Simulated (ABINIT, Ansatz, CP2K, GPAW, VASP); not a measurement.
## Si: programs and potentials compared

```xyz
1
Lattice="2.5321 0.0000 0.0000 0.0000 2.5321 0.0000 0.0000 0.0000 2.5321" Properties=species:S:1:pos:R:3 pbc="T T T"
Si    1.2661    1.2661    1.2661
```

This isn't the form of Si at room conditions, which is diamond.

Alike in all runs: task single point; functional PBE; k mesh 10 × 10 × 10; occupations fermi-dirac, width 0.05 eV; no spin polarisation; no spin-orbit coupling. Pressure is positive in compression and, in plane waves, holds the error of the finite cutoff, which Ansatz's Pulay term estimates and takes out.

```tsv
program and potentials	plane-wave cutoff (eV)	notes	band gap (eV)	pressure (GPa)
GPAW, GPAW PAW data sets (gpaw-data 1.2.1)	600	-	no gap	0.60
ABINIT, JTH PAW PBE v2.0	408	-	no gap	0.22
Ansatz, Ansatz PAW (earlier soft set)	420	-	no gap	0.26
VASP, PBE PAW files Si, 520 eV	520	-	no gap	0.23
Ansatz, all-electron LAPW, scalar-relativistic	-	-	no gap	0.27
CP2K, POTENTIAL_UZH Si GTH-PBE-q4; TZVP-MOLOPT-PBE-GTH basis	-	atomic basis	no gap	-0.20
```

None finds a gap. The pressure spans -0.20 (CP2K, POTENTIAL_UZH Si GTH-PBE-q4; TZVP-MOLOPT-PBE-GTH basis) to 0.60 GPa (GPAW, GPAW PAW data sets (gpaw-data 1.2.1)), with all-electron results at 0.27. Rows in atomic bases carry the error of their basis and grid, which can be large.

Differences between rows come from potentials, basis sets and numerical settings, since the functional is the same but for its coding. Runs on potential files found faulty are left out.
